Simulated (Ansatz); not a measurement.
**HfO2: the gap under strain**

HfO2, P4_2/mnm, a = 4.880 Å, c = 3.238 Å. This isn't the usual stable structure of the compound. Ansatz: PBE, PAW, 420 eV, Γ-centred 6×6×8 mesh on 6 atoms, Gaussian smearing 0.02 eV; no spin polarisation. Series: biaxial strain in the a-b plane, c and atoms relaxed; x is the strain in per cent. The gap is sought over the whole zone.

```tsv
x (%)	gap y (eV)
-6.0	3.921
-4.0	4.009
-2.0	4.050
0.0	3.902
2.0	3.789
4.0	?
6.0	3.715
```

Question: Fit y = E0 + c1 x + c2 x² to the other rows, give the deformation potential for this strain, and predict the missing gap.

Answer: Least squares on the rows shown. y = 3.9269 − 0.023607 x − 0.0028125 x². The deformation potential is 100 c1 = -2.36 eV per unit strain. The two rows next to zero alone give -6.53 eV per unit strain, the better figure for small strains. With a term in x³ added, the coefficient of x becomes -0.06168, 161 % more, which shows how far this figure hangs on the form. At x = 4.0 the fit asked for gives 3.787 eV. The run gave 3.721 eV, so the fit is 0.066 eV too high, within twice the rms miss on the fitted rows (0.056 eV): the form describes this series only roughly. Note that the conduction bottom alone changes its slope among the fitted rows, as when another band takes over that edge.

Spin-orbit coupling is left out, which matters for the bands of heavy elements. Semilocal functionals give gaps under the measured ones; changes of the gap mostly carry over better.